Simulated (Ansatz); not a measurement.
**CdF₂: a workflow**

**What was measured.** A cell as deposited of cubic CdF2 (space group Fm-3m), temperature not stated, from the Crystallography Open Database (1963), has a = 5.388 Å and 13.04 Å³/atom.

Computed with Ansatz (plane waves, PAW, 500 eV cutoff): r²SCAN, scalar-relativistic, no spin polarisation, Γ-centred 8×8×8 mesh, 0.05 eV Gaussian smearing. The datasets are Ansatz's generated set soft_2.

The chain of runs began from a cell as deposited in COD, expanded in volume.

Starting cell, 1 % over the database's volume:

```
Cd F
1.0
     0.00000    2.70295    2.70295
     2.70295    0.00000    2.70295
     2.70295    2.70295    0.00000
Cd F
1 2
Direct
  0.00000 0.00000 0.00000
  0.25000 0.25000 0.25000
  0.75000 0.75000 0.75000
```

The steps in volume:

```csv
run,level,k-mesh,kind,V (Å³/atom),P (GPa),E − E(final) (meV/atom),gap on the mesh (eV)
1,"PBE, 420 eV",6×6×6,fixed cell,13.17,4.3,–,3.08
2,"PBE, 420 eV",6×6×6,fixed cell,13.54,1.3,–,2.98
3,"PBE, 420 eV",6×6×6,fixed cell,13.72,0.0,–,2.93
4,r²SCAN,8×8×8,fixed cell,13.72,-5.1,11.5,3.60
5,r²SCAN,8×8×8,fixed cell,13.26,-1.8,1.2,3.73
6,r²SCAN,8×8×8,fixed cell,13.04,0.0,0.0,3.79
```

The final structure (symmetry read at 0.01 Å). The structure is cubic, space group Fm-3m (No. 225). Conventional cell: a = 5.388 Å, b = 5.388 Å, c = 5.388 Å, α = 90.00°, β = 90.00°, γ = 90.00°. Cd (site symmetry m-3m) is surrounded by 8 F at 2.33 Å. Around F (site symmetry -43m) lie 4 Cd at 2.33 Å. (Neighbours are counted to 15 % beyond the shortest distance.)

- At the final geometry the gap, band path included, is 3.79 eV.
- Against the elements' standard states, run alike and uncorrected, the formation energy is -2.50 eV/atom.

**Why it comes out so.**

Shannon's ionic radii give a check on the bond lengths: Cd²⁺ with 8 neighbours 1.10 Å + F⁻ 1.31 Å = 2.41 Å against a computed mean of 2.33 Å. The largest miss is -3 %; bonds shorter than the sum are usual where the bond is partly covalent, as with large, soft anions.

**Comparison.** The computed cell (5.388 Å, 13.04 Å³/atom) differs from the database's by +0.0 % in volume, about +0.0 % in length. Agreement this close is partly luck: the calculation is for a static lattice, the crystal has zero-point motion and thermal expansion.

Kohn–Sham gaps of semilocal functionals lie under measured ones, often by a third or more.
